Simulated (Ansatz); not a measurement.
# Pressure against volume in Be

The cell was found from a structure generator's guess, not taken from experiment.

Level of theory: DFT PBE, scalar-relativistic, plane waves, PAW in Ansatz 0.2.0. Cutoff 420 eV, Γ-centred 30×30×30 mesh (1-atom cell), Gaussian smearing of 0.10 eV, no spin polarisation.

```cif
data_structure
_symmetry_space_group_name_H-M 'Fm-3m'
_symmetry_Int_Tables_number 225
_cell_length_a 3.1572
_cell_length_b 3.1572
_cell_length_c 3.1572
_cell_angle_alpha 90.000
_cell_angle_beta 90.000
_cell_angle_gamma 90.000
_cell_volume 31.47
loop_
_atom_site_label
_atom_site_type_symbol
_atom_site_symmetry_multiplicity
_atom_site_Wyckoff_symbol
_atom_site_fract_x
_atom_site_fract_y
_atom_site_fract_z
_atom_site_occupancy
Be1 Be 4 a 0.00000 0.00000 0.00000 1
```

The cell was set to several volumes, with shape and atoms relaxed at each where symmetry leaves them free. Pressure is positive in compression, and energies count from the lowest row. No row has a gap on its mesh.

```csv
row,V (Å³/atom),P (GPa),ΔE (meV/atom)
1,6.923,19.28,51.3
2,7.159,13.41,27.3
3,7.395,?,?
4,7.631,3.81,2.6
5,7.867,-0.04,0.0
6,8.103,-3.36,2.7
7,8.339,-6.25,9.9
8,8.654,-9.55,25.5
```

Task: Find B = −V·ΔP/ΔV from rows 4 and 6 and from rows 1 and 2, and from the two its slope B′ and its value B0 at zero pressure.

Result: Rows 4 and 6 give −(7.631 + 8.103)/2 × (-3.36 − (3.81))/(8.103 − 7.631) = 119.5 GPa at a mean pressure of 0.23 GPa. Rows 1 and 2 give −(6.923 + 7.159)/2 × (13.41 − (19.28))/(7.159 − 6.923) = 175.1 GPa at a mean pressure of 16.34 GPa. So B′ = (175.1 − 119.5)/(16.34 − (0.23)) = 3.45 and B0 = 119.5 − 3.45 × (0.23) = 118.7 GPa. A third-order Birch–Murnaghan fit to all the energies gives B0 = 119.6 GPa and B′ = 3.8.

Task: Estimate the pressure and energy of row 3.

Result: From row 5, V0 = 7.867 × (1 + (-0.04)/118.7) = 7.864 Å³/atom. Murnaghan's form P = (B0/B′)·[(V0/V)^B′ − 1] gives (118.7/3.45) × [(7.864/7.395)^3.45 − 1] = 8.13 GPa; the computed pressure is 8.28 GPa, so the estimate is off by -0.15 GPa. The work of compression from row 4, with the mean of the two pressures, gives ΔE = 2.6 + (8.13 + 3.81)/2 × (7.631 − 7.395)/160.2 × 1000 = 11.4 meV/atom (1 eV/Å³ = 160.2 GPa); the computed value is 11.4 meV/atom.

All volumes keep the k mesh of the relaxed cell. A later test with randomly moved atoms came back to the same energy, though modes that don't fit the test's cell weren't probed.
